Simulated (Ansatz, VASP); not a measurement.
One calculation of Na, two programs

```
CELL_PARAMETERS angstrom
-2.07427 2.07427 2.07427
2.07427 -2.07427 2.07427
2.07427 2.07427 -2.07427
ATOMIC_POSITIONS crystal
Na 0.00000 0.00000 0.00000
```

Change from the starting cell: volume scaled by 0.94, crystal datasets.

Alike in both runs: task electric field gradients; functional PBEsol; k mesh 12 × 12 × 12; occupations fermi-dirac, width 0.05 eV; no spin polarisation.

|  | VASP | Ansatz |
| --- | --- | --- |
| version | VASP 6.6.1 | Ansatz 0.2.0 |
| potentials or method | VASP PAW PBE potentials, release 64 (Na_pv), cutoff 520 eV | all-electron PAW with datasets made for the crystal, scalar-relativistic |

|  | VASP | Ansatz | Ansatz less VASP |
| --- | --- | --- | --- |
| pressure (GPa) | 0.1 | 0.1 | 0.00 |
| Vzz of the field gradient on the site that differs most (V/Å²) | 0.0 | 0.0 | +0.01 |

Ansatz ran all-electron here, so the differences hold the error of VASP's frozen core and of both bases.

Caveats: the PAW data sets were made with another functional, which shifts forces and pressure a little (VASP).
